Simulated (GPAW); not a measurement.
Wanted: an ASE script for a GPAW 26.7.0 run.

| Quantity | Value |
| --- | --- |
| Task | band structure |
| Functional | mBEEF |
| Potentials or basis | GPAW PAW data sets (gpaw-data 1.2.1) |
| Cutoff | 800 eV |
| Basis | pw |
| k mesh | 4 × 4 × 6 |
| Occupations | fermi-dirac, width 0.05 eV |
| Spin | no spin polarisation |
| Maxiter | 150 |
| Band path | GXMGZRAZ,XR,MA |
| Band points | 100 |

The system is TiO2.

```xyz
6
Lattice="4.5998 0.0000 0.0000 0.0000 4.5998 0.0000 0.0000 0.0000 2.9592" Properties=species:S:1:pos:R:3 pbc="T T T"
Ti    0.0000    0.0000    1.4796
Ti    2.2999    2.2999    0.0000
O     1.3998    1.3998    1.4796
O     3.2000    3.2000    1.4796
O     0.9001    3.6997    0.0000
O     3.6997    0.9001    0.0000
```

The cell is a database's computed one.

These files were run (other wordings do the same):

run.py

```python
from ase.dft.bandgap import bandgap
from ase.io import write
from ase.spacegroup import crystal
from ase.units import GPa
from gpaw import GPAW, PW

# Ti 2b
# O 4g
atoms = crystal(['Ti', 'O'],
                basis=[[0.0, 0.0, 0.5],
                       [0.30432132, 0.30432132, 0.5]],
                spacegroup=136, setting=1,  # P4_2/mnm
                cellpar=[4.59983732, 4.59983732, 2.95921356, 90.0, 90.0, 90.0],
                primitive_cell=True)

calc = GPAW(mode=PW(800),
            xc='mBEEF',
            kpts={'size': (4, 4, 6), 'gamma': True},
            occupations={'name': 'fermi-dirac', 'width': 0.05},
            nbands=43,
            convergence={'density': 1e-05, 'energy': 1e-05},
            maxiter=150,
            txt='gpaw.txt')
atoms.calc = calc
energy = atoms.get_potential_energy()
forces = atoms.get_forces()
stress = atoms.get_stress()
calc.write('gs.gpw')
write('result.traj', atoms)
print(f'Energy: {energy:.6f} eV')
print('Forces (eV/A):')
print(forces.round(4))
print('Stress (GPa):', (stress / GPa).round(3))
print('Fermi level:', round(calc.get_fermi_level(), 4), 'eV')
print(f'Gap: {bandgap(calc)[0]:.4f} eV, direct: {bandgap(calc, direct=True)[0]:.4f} eV')

path = atoms.cell.bandpath('GXMGZRAZ,XR,MA', npoints=100, eps=1e-4)
bs_calc = calc.fixed_density(kpts=path, symmetry='off', nbands=61,
                             convergence={'bands': 'CBM+6.0', 'eigenstates': 1e-6}, txt='bands.txt')
bs = bs_calc.band_structure()
bs.write('bs.json')
print(f'Gap on the path: {bandgap(bs_calc)[0]:.4f} eV')
```

Potentials or basis: GPAW PAW data sets (gpaw-data 1.2.1), pw.

Run with:

```sh
$ OMP_NUM_THREADS=1 python run.py
```

It gave:

- Pressure: 1.2 GPa
- Largest force: 0.099 eV/Å
- Band gap on the k mesh: 2.29 eV, direct
- Band gap along the path: 2.29 eV, direct

Caveat: the k mesh is coarse; the PAW data sets were made with another functional, which shifts forces and pressure a little.

Wall time 8.9 min on 1 thread of Arm Neoverse V1 (shared host), peak memory 0.79 GiB.
